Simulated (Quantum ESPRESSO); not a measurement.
# Cu2O (Pn-3m) in Quantum ESPRESSO: dielectric tensor with LDA

Aim: the dielectric tensor of Cu2O with LDA.

Program: Quantum ESPRESSO 7.5. These are calculated values, not measurements. Logs are shortened: lines on timing, memory, paths and dates and some standing lists are left out, and cuts for length are marked.

**Measured values to compare with.**

“Importance of surface oxygen vacancies for ultrafast hot carrier relaxation and transport in Cu2O”, 2021, arxiv:2103.03167 quotes, for a bulk crystal of Cu2O: band gap 2.17 eV (direct).

The results are compared with them further down.

### Step 1. Starting point

It takes space group Pn-3m (No. 224, cubic). The conventional cell has a = 4.260 Å, b = 4.260 Å, c = 4.260 Å, α = 90.00°, β = 90.00°, γ = 90.00°. Around Cu (site symmetry -3m) lie 2 O at 1.84 Å. O (site symmetry -43m) has 4 Cu at 1.84 Å as nearest neighbours.

### Step 2. Dielectric tensor, LDA

File pw.in:

```
&CONTROL
  calculation = 'scf'
  prefix = 'pwscf'
  outdir = './tmp'
  pseudo_dir = './pseudo'
  tprnfor = .true.
  tstress = .true.
  disk_io = 'low'
/
&SYSTEM
  ibrav = 0
  nat = 6
  ntyp = 2
  ecutwfc = 56
  ecutrho = 448
  nbnd = 57
  occupations = 'smearing'
  smearing = 'fd'
  degauss = 0.00367493
/
&ELECTRONS
  conv_thr = 1.2d-09
  electron_maxstep = 120
  mixing_beta = 0.5
/
ATOMIC_SPECIES
Cu    63.5460 cu_lda_v1.2.uspp.F.UPF
O     15.9990 o_lda_v1.2.uspp.F.UPF
CELL_PARAMETERS angstrom
   4.2600000000    0.0000000000    0.0000000000
   0.0000000000    4.2600000000    0.0000000000
   0.0000000000    0.0000000000    4.2600000000
ATOMIC_POSITIONS crystal
Cu     0.2500000000    0.2500000000    0.2500000000
Cu     0.2500000000    0.7500000000    0.7500000000
Cu     0.7500000000    0.7500000000    0.2500000000
Cu     0.7500000000    0.2500000000    0.7500000000
O      0.0000000000    0.0000000000    0.0000000000
O      0.5000000000    0.5000000000    0.5000000000
K_POINTS automatic
6 6 6 0 0 0
```

File relax.in:

```
&CONTROL
  calculation = 'vc-relax'
  prefix = 'pwscf'
  outdir = './tmp'
  pseudo_dir = './pseudo'
  tprnfor = .true.
  tstress = .true.
  disk_io = 'low'
  nstep = 40
  forc_conv_thr = 0.0001
  etot_conv_thr = 1d-06
/
&SYSTEM
  ibrav = 0
  nat = 6
  ntyp = 2
  ecutwfc = 56
  ecutrho = 448
  nbnd = 57
  occupations = 'smearing'
  smearing = 'fd'
  degauss = 0.00367493
/
&ELECTRONS
  conv_thr = 1.2d-09
  electron_maxstep = 120
  mixing_beta = 0.5
/
&IONS
  ion_dynamics = 'bfgs'
/
&CELL
  cell_dynamics = 'bfgs'
  press = 0
  press_conv_thr = 0.2
/
ATOMIC_SPECIES
Cu    63.5460 cu_lda_v1.2.uspp.F.UPF
O     15.9990 o_lda_v1.2.uspp.F.UPF
CELL_PARAMETERS angstrom
   4.2600000000    0.0000000000    0.0000000000
   0.0000000000    4.2600000000    0.0000000000
   0.0000000000    0.0000000000    4.2600000000
ATOMIC_POSITIONS crystal
Cu     0.2500000000    0.2500000000    0.2500000000
Cu     0.2500000000    0.7500000000    0.7500000000
Cu     0.7500000000    0.7500000000    0.2500000000
Cu     0.7500000000    0.2500000000    0.7500000000
O      0.0000000000    0.0000000000    0.0000000000
O      0.5000000000    0.5000000000    0.5000000000
K_POINTS automatic
6 6 6 0 0 0
```

File scf2.in:

```
&CONTROL
  calculation = 'scf'
  prefix = 'pwscf'
  outdir = './tmp'
  pseudo_dir = './pseudo'
  tprnfor = .true.
  tstress = .true.
  disk_io = 'low'
/
&SYSTEM
  ibrav = 0
  nat = 6
  ntyp = 2
  ecutwfc = 56
  ecutrho = 448
  nbnd = 57
  occupations = 'fixed'
/
&ELECTRONS
  conv_thr = 1d-13
  electron_maxstep = 120
  mixing_beta = 0.5
  startingpot = 'file'
  startingwfc = 'file'
/
ATOMIC_SPECIES
Cu    63.5460 cu_lda_v1.2.uspp.F.UPF
O     15.9990 o_lda_v1.2.uspp.F.UPF
CELL_PARAMETERS angstrom
   4.1775189061    0.0000000000    0.0000000000
   0.0000000000    4.1775189061    0.0000000000
   0.0000000000    0.0000000000    4.1775189061
ATOMIC_POSITIONS crystal
Cu     0.2500000000    0.2500000000    0.2500000000
Cu     0.2500000000    0.7500000000    0.7500000000
Cu     0.7500000000    0.7500000000    0.2500000000
Cu     0.7500000000    0.2500000000    0.7500000000
O      0.0000000000    0.0000000000    0.0000000000
O      0.5000000000    0.5000000000    0.5000000000
K_POINTS automatic
6 6 6 0 0 0
```

File ph.in:

```
dielectric of Cu2O
&INPUTPH
  prefix = 'pwscf'
  outdir = './tmp'
  tr2_ph = 1d-18
  fildyn = 'dyn'
  niter_ph = 90
  alpha_mix(1) = 0.7
  epsil = .true.
  trans = .false.
  zeu = .true.
/
0.0000000000 0.0000000000 0.0000000000
```

Potentials or basis: GBRV 1.5 LDA.

The run is started by

```console
OMP_NUM_THREADS=1 mpirun -n 4 pw.x -nk 4 -in pw.in > pw.out
OMP_NUM_THREADS=1 mpirun -n 4 pw.x -nk 4 -in relax.in > relax.out
OMP_NUM_THREADS=1 mpirun -n 4 pw.x -nk 4 -in scf2.in > scf2.out
OMP_NUM_THREADS=1 mpirun -n 4 ph.x -nk 4 -in ph.in > ph.out
```

pw.out:

```text
This program is part of the open-source Quantum ESPRESSO suite
     for quantum simulation of materials; please cite
[... 6 lines left out ...]
     using ibrav=0 with symmetry is DISCOURAGED, use correct ibrav instead

     K-points division:     npool     =       4
     Subspace diagonalization in iterative solution of the eigenvalue problem:
     a serial algorithm will be used

     G-vector sticks info
     --------------------
     sticks:   dense  smooth     PW     G-vecs:    dense   smooth      PW
     Sum        2313    1153    349                83599    29423    4801

     Using Slab Decomposition

     bravais-lattice index     =            0
     lattice parameter (alat)  =       8.0502  a.u.
     unit-cell volume          =     521.7055 (a.u.)^3
     number of atoms/cell      =            6
     number of atomic types    =            2
     number of electrons       =        88.00
     number of Kohn-Sham states=           57
     kinetic-energy cutoff     =      56.0000  Ry
     charge density cutoff     =     448.0000  Ry
     scf convergence threshold =      1.2E-09
     mixing beta               =       0.5000
     number of iterations used =            8  plain     mixing
     Exchange-correlation= SLA  PZ   NOGX NOGC
                           (   1   1   0   0   0   0   0)

     celldm(1)=   8.050233  celldm(2)=   0.000000  celldm(3)=   0.000000
     celldm(4)=   0.000000  celldm(5)=   0.000000  celldm(6)=   0.000000

     crystal axes: (cart. coord. in units of alat)
               a(1) = (   1.000000   0.000000   0.000000 )
               a(2) = (   0.000000   1.000000   0.000000 )
               a(3) = (   0.000000   0.000000   1.000000 )

     reciprocal axes: (cart. coord. in units 2 pi/alat)
               b(1) = (  1.000000  0.000000  0.000000 )
               b(2) = (  0.000000  1.000000  0.000000 )
               b(3) = (  0.000000  0.000000  1.000000 )

     PseudoPot. # 1 for Cu read from file:
     cu_lda_v1.2.uspp.F.UPF
     Pseudo is Ultrasoft + core correction, Zval = 19.0
     Generated by new atomic code, or converted to UPF format
     Using radial grid of  867 points,  6 beta functions with:
                l(1) =   0
                l(2) =   0
                l(3) =   1
                l(4) =   1
                l(5) =   2
                l(6) =   2
     Q(r) pseudized with  8 coefficients,  rinner =    1.150   1.150   1.150
                                                       1.150   1.150

     PseudoPot. # 2 for O  read from file:
     o_lda_v1.2.uspp.F.UPF
     Pseudo is Ultrasoft + core correction, Zval =  6.0
     Generated by new atomic code, or converted to UPF format
     Using radial grid of  737 points,  5 beta functions with:
                l(1) =   0
                l(2) =   0
                l(3) =   1
                l(4) =   1
                l(5) =   2
     Q(r) pseudized with  8 coefficients,  rinner =    0.900   0.900   0.900
                                                       0.900   0.900

     atomic species   valence    mass     pseudopotential
     Cu               19.00    63.54600     Cu( 1.00)
     O                 6.00    15.99900     O ( 1.00)

     48 Sym. Ops., with inversion, found (24 have fractional translation)

   Cartesian axes

     site n.     atom                  positions (alat units)
         1        Cu     tau(   1) = (   0.2500000   0.2500000   0.2500000  )
         2        Cu     tau(   2) = (   0.2500000   0.7500000   0.7500000  )
         3        Cu     tau(   3) = (   0.7500000   0.7500000   0.2500000  )
         4        Cu     tau(   4) = (   0.7500000   0.2500000   0.7500000  )
         5        O      tau(   5) = (   0.0000000   0.0000000   0.0000000  )
         6        O      tau(   6) = (   0.5000000   0.5000000   0.5000000  )

     number of k points=    20  Fermi-Dirac smearing, width (Ry)=  0.0037
                       cart. coord. in units 2pi/alat
        k(    1) = (   0.0000000   0.0000000   0.0000000), wk =   0.0092593
        k(    2) = (   0.0000000   0.0000000   0.1666667), wk =   0.0555556
        k(    3) = (   0.0000000   0.0000000   0.3333333), wk =   0.0555556
        k(    4) = (   0.0000000   0.0000000  -0.5000000), wk =   0.0277778
        k(    5) = (   0.0000000   0.1666667   0.1666667), wk =   0.1111111
        k(    6) = (   0.0000000   0.1666667   0.3333333), wk =   0.2222222
[... 12 lines left out ...]
        k(   19) = (   0.3333333  -0.5000000  -0.5000000), wk =   0.0555556
        k(   20) = (  -0.5000000  -0.5000000  -0.5000000), wk =   0.0092593

     Dense  grid:    83599 G-vectors     FFT dimensions: (  60,  60,  60)

     Smooth grid:    29423 G-vectors     FFT dimensions: (  40,  40,  40)

     Check: negative core charge=   -0.000002

     Initial potential from superposition of free atoms

     starting charge      84.0000, renormalised to      88.0000
     Starting wfcs are   60 randomized atomic wfcs

     Self-consistent Calculation

     iteration #  1     ecut=    56.00 Ry     beta= 0.50
     Davidson diagonalization with overlap
     ethr =  1.00E-02,  avg # of iterations =  3.8

     total energy              =   -1669.00878178 Ry
     estimated scf accuracy    <      17.54397220 Ry

     iteration #  2     ecut=    56.00 Ry     beta= 0.50
     Davidson diagonalization with overlap
     ethr =  1.00E-02,  avg # of iterations =  3.0
[... 169 lines left out ...]
     total energy              =   -1678.63867500 Ry
     estimated scf accuracy    <       0.00000041 Ry

     iteration # 27     ecut=    56.00 Ry     beta= 0.50
     Davidson diagonalization with overlap
     ethr =  4.62E-10,  avg # of iterations =  2.0

     End of self-consistent calculation

          k = 0.0000 0.0000 0.0000 (  3743 PWs)   bands (ev):

  -101.0692-101.0675-101.0675-101.0675 -59.0884 -59.0733 -59.0733 -59.0733
   -58.8544 -58.8544 -58.8465 -58.8465 -58.8465 -58.8430 -58.8430 -58.8430
    -9.7556  -8.9607   2.7745   2.7745   2.7745   5.2145   5.2476   5.2476
     5.2476   7.0753   7.0753   7.1999   7.1999   7.1999   8.0940   8.0940
     8.2071   8.2071   8.2071   8.3422   8.3422   8.3422   8.5675   8.5675
     8.5675  10.1254  10.1254  10.1254  10.6978  11.3074  11.3074  17.9778
    17.9778  17.9778  19.3340  19.3340  19.3340  20.6326  22.7106  22.7106
    22.7106
[... 80 lines left out ...]
  -101.0682-101.0682-101.0677-101.0677 -59.0810 -59.0810 -59.0732 -59.0732
   -58.8508 -58.8508 -58.8490 -58.8490 -58.8454 -58.8454 -58.8436 -58.8436
    -9.3371  -9.3371   2.7590   2.7590   3.8152   3.8152   4.4184   4.4184
     6.9468   6.9468   7.4070   7.4070   7.7746   7.7746   7.7958   7.7958
     7.9781   7.9781   8.2196   8.2196   8.2503   8.2503   8.5976   8.5976
     8.8586   8.8586   9.5186   9.5186  12.2228  12.2228  13.9598  13.9598
    16.9895  16.9895  17.8532  17.8532  21.8361  21.8361  22.4950  22.4950
    22.6390

          k = 0.0000-0.5000-0.5000 (  3676 PWs)   bands (ev):

  -101.0680-101.0680-101.0679-101.0679 -59.0810 -59.0810 -59.0731 -59.0731
   -58.8511 -58.8511 -58.8486 -58.8486 -58.8458 -58.8458 -58.8433 -58.8433
    -9.3309  -9.3309   2.6502   2.6502   3.8391   3.8391   4.4995   4.4995
     7.0950   7.0950   7.3326   7.3326   7.8088   7.8088   7.8581   7.8581
     7.8986   7.8986   8.1881   8.1881   8.2149   8.2149   8.6298   8.6298
     8.8938   8.8938   9.4615   9.4615  12.0220  12.0220  13.9659  13.9659
    16.8222  16.8222  18.4271  18.4271  20.9108  20.9108  22.3410  22.3410
    23.6331

          k = 0.1667 0.1667 0.1667 (  3689 PWs)   bands (ev):
[... 45 lines left out ...]
  -101.0682-101.0681-101.0678-101.0677 -59.0844 -59.0776 -59.0732 -59.0732
   -58.8520 -58.8515 -58.8505 -58.8471 -58.8449 -58.8445 -58.8437 -58.8436
    -9.4415  -9.2192   2.7493   2.8451   3.3653   4.1448   4.3867   4.4240
     6.8516   6.9874   7.2133   7.5925   7.7249   7.7830   7.8457   7.8686
     7.9195   8.0186   8.1882   8.2425   8.3155   8.3590   8.4829   8.5916
     8.8643   8.9823   9.4284   9.5306  12.0871  12.9054  13.5414  14.0906
    15.5128  15.7864  19.5564  19.7322  20.4739  20.7173  22.7319  22.7824
    23.4102

          k = 0.1667-0.5000-0.5000 (  3688 PWs)   bands (ev):

  -101.0680-101.0679-101.0679-101.0679 -59.0850 -59.0771 -59.0732 -59.0732
   -58.8520 -58.8520 -58.8511 -58.8460 -58.8450 -58.8450 -58.8434 -58.8433
    -9.4527  -9.1953   2.7024   2.7024   3.4134   4.1435   4.4642   4.4642
     7.0210   7.0210   7.0498   7.5895   7.7362   7.8096   7.8096   7.9446
     7.9816   7.9816   8.1499   8.1992   8.3026   8.3544   8.5443   8.5443
     9.0138   9.0138   9.3506   9.5049  11.7128  12.9925  13.7283  13.7283
    15.7159  15.7159  19.6687  19.8352  20.2855  20.2855  22.8327  23.5848
    23.9735

          k = 0.3333 0.3333 0.3333 (  3710 PWs)   bands (ev):
[... 12 lines left out ...]
  -101.0681-101.0680-101.0678-101.0678 -59.0869 -59.0751 -59.0732 -59.0732
   -58.8530 -58.8527 -58.8521 -58.8451 -58.8438 -58.8438 -58.8437 -58.8435
    -9.5104  -9.1234   2.7887   2.9395   2.9973   4.2944   4.3711   4.4057
     6.8374   6.9397   7.0381   7.6323   7.6425   7.8035   7.8402   7.9206
     8.0328   8.0633   8.1758   8.3407   8.3721   8.4198   8.4417   8.4499
     9.1169   9.1879   9.2775   9.5358  12.4390  12.8157  13.2073  14.2323
    14.7723  15.1962  18.7484  19.0281  21.9226  22.5156  23.2561  23.3245
    24.3761

          k = 0.3333-0.5000-0.5000 (  3684 PWs)   bands (ev):

  -101.0681-101.0679-101.0679-101.0679 -59.0879 -59.0743 -59.0732 -59.0732
   -58.8532 -58.8532 -58.8530 -58.8441 -58.8438 -58.8438 -58.8434 -58.8433
    -9.5340  -9.0861   2.8131   2.8131   3.0268   4.3069   4.3941   4.3941
     6.9060   6.9120   6.9120   7.6055   7.6083   7.8257   7.8257   7.8628
     8.1231   8.1231   8.1492   8.3082   8.4040   8.4040   8.4553   8.4703
     9.1991   9.3292   9.3292   9.5357  12.1431  12.9810  12.9810  14.2054
    15.0861  15.0861  18.0574  18.4134  23.1296  23.1296  23.5422  23.7318
    24.5641

          k =-0.5000-0.5000-0.5000 (  3648 PWs)   bands (ev):

  -101.0681-101.0679-101.0679-101.0679 -59.0889 -59.0732 -59.0732 -59.0732
   -58.8537 -58.8537 -58.8537 -58.8434 -58.8434 -58.8432 -58.8432 -58.8432
    -9.5623  -9.0438   2.8720   2.8720   2.8720   4.3589   4.3589   4.3589
     6.8681   6.8681   6.8681   7.5613   7.5613   7.8257   7.8257   7.8257
     8.1548   8.1548   8.1548   8.3564   8.3564   8.3564   8.5140   8.5140
     9.1414   9.5497   9.5497   9.5497  12.5217  12.5217  12.5217  14.9790
    14.9790  14.9790  17.1621  17.7339  23.8391  23.8391  24.9823  24.9823
    24.9823

     the Fermi energy is    10.4594 ev

!    total energy              =   -1678.63867505 Ry
     estimated scf accuracy    <          7.2E-10 Ry
     smearing contrib. (-TS)   =      -0.00000445 Ry
     internal energy E=F+TS    =   -1678.63867060 Ry

     The total energy is F=E-TS. E is the sum of the following terms:
     one-electron contribution =   -1301.17187841 Ry
     hartree contribution      =     690.05885446 Ry
     xc contribution           =    -167.14820616 Ry
     ewald contribution        =    -900.37744048 Ry

     convergence has been achieved in  27 iterations

     Forces acting on atoms (cartesian axes, Ry/au):

     atom    1 type  1   force =    -0.00000000    0.00000000    0.00000000
     atom    2 type  1   force =     0.00000000    0.00000000   -0.00000000
     atom    3 type  1   force =    -0.00000000    0.00000000    0.00000000
     atom    4 type  1   force =    -0.00000000    0.00000000   -0.00000000
     atom    5 type  2   force =     0.00000000    0.00000000    0.00000000
     atom    6 type  2   force =     0.00000000    0.00000000    0.00000000

     Total force =     0.000000     Total SCF correction =     0.000000

     Computing stress (Cartesian axis) and pressure

          total   stress  (Ry/bohr**3)                   (kbar)     P=      -77.78
  -0.00052877   0.00000000   0.00000000          -77.78        0.00        0.00
   0.00000000  -0.00052877   0.00000000            0.00      -77.78        0.00
   0.00000000   0.00000000  -0.00052877            0.00        0.00      -77.78

=------------------------------------------------------------------------------=
   JOB DONE.
=------------------------------------------------------------------------------=
```

Wall time 13 min (4 MPI ranks of Arm Neoverse V1, shared host); peak memory 0.8 GiB.

What came out:

| Property | Result |
| --- | --- |
| Free energy | -22839.1460 eV |
| Relaxed volume | 12.15 Å³/atom |
| Relaxed cell | a = 4.178 Å, b = 4.178 Å, c = 4.178 Å, α = 90.00°, β = 90.00°, γ = 90.00° |
| Space group after relaxing (to 0.05 Å) | Pn-3m (No. 224) |
| Pressure after relaxing | -0.2 GPa |
| Band gap on the k mesh | 0.72 eV, direct |
| Electronic dielectric tensor (diagonal) | 11.59 |
| Born charges (mean of the diagonal) | Cu +0.87; O -1.84 e |

Step by step:
```tsv
step	energy change (eV)	largest force (eV/Å)	pressure (GPa)	volume (Å³)
1	0.0000	0.0000	-7.78	77.31
2	-0.1002	0.0000	-2.64	74.28
3	-0.1118	0.0000	0.19	72.82
4	-0.1119	0.0000	-0.03	72.92
5	-0.1119	0.0000	0.00	72.90
```

Final structure:
```xyz
6
Lattice="4.1775 0.0000 0.0000 0.0000 4.1775 0.0000 0.0000 0.0000 4.1775" Properties=species:S:1:pos:R:3 pbc="T T T"
Cu    1.0444    1.0444    1.0444
Cu    1.0444    3.1331    3.1331
Cu    3.1331    3.1331    1.0444
Cu    3.1331    1.0444    3.1331
O     0.0000    0.0000    0.0000
O     2.0888    2.0888    2.0888
```

Levels at points of the mesh, in eV from the valence-band top:
```tsv
k point	band 40	band 41	band 42	band 43	band 44	band 45	band 46	band 47	band 48	band 49
(0.00, 0.00, 0.00)	-1.70	-1.70	0.00	0.00	0.00	0.72	0.97	0.97	8.22	8.22
(0.00, 0.00, -0.50)	-1.84	-1.33	-1.33	-0.44	-0.44	2.43	2.43	4.16	4.16	7.61
(0.00, -0.50, -0.50)	-1.64	-1.34	-1.34	-0.73	-0.73	1.93	1.93	3.96	3.96	6.87
(-0.50, -0.50, -0.50)	-1.76	-1.04	-0.63	-0.63	-0.63	2.30	2.30	2.30	5.07	5.07
```

Electronic dielectric tensor:
```
11.59  0.00  0.00
 0.00 11.59  0.00
 0.00  0.00 11.59
```

Born effective charge tensors (e):
atom 1, Cu
```
0.87 0.38 0.38
0.38 0.87 0.38
0.38 0.38 0.87
```
atom 2, Cu
```
 0.87 -0.38 -0.38
-0.38  0.87  0.38
-0.38  0.38  0.87
```
atom 3, Cu
```
 0.87  0.38 -0.38
 0.38  0.87 -0.38
-0.38 -0.38  0.87
```
atom 4, Cu
```
 0.87 -0.38  0.38
-0.38  0.87 -0.38
 0.38 -0.38  0.87
```
atom 5, O
```
-1.84  0.00  0.00
 0.00 -1.84  0.00
 0.00  0.00 -1.84
```
atom 6, O
```
-1.84  0.00  0.00
 0.00 -1.84  0.00
 0.00  0.00 -1.84
```

Caveat: the mesh is thin for the dielectric tensor, Born charges and intensities, which usually come out too large; on a mesh that holds Γ this program's dielectric tensor can be off by some percent beyond the error of the mesh; the Born charges break their sum rule by 0.20 e, a sign of too thin a mesh.

### Step 3. Against experiment

Step 2. Measured gap of Cu2O: 2.17 eV (direct; quoted in “Importance of surface oxygen vacancies for ultrafast hot carrier relaxation and transport in Cu2O”, 2021, arxiv:2103.03167). This calculation gives 0.72 eV (-1.45 eV). So large a miss can be the level of theory's own, or it may mean another phase, state or a wrong row. The value is that of LDA on a finite k mesh, which can miss the band edges, without temperature or zero-point motion. Semilocal functionals fall short of measured gaps as a rule.
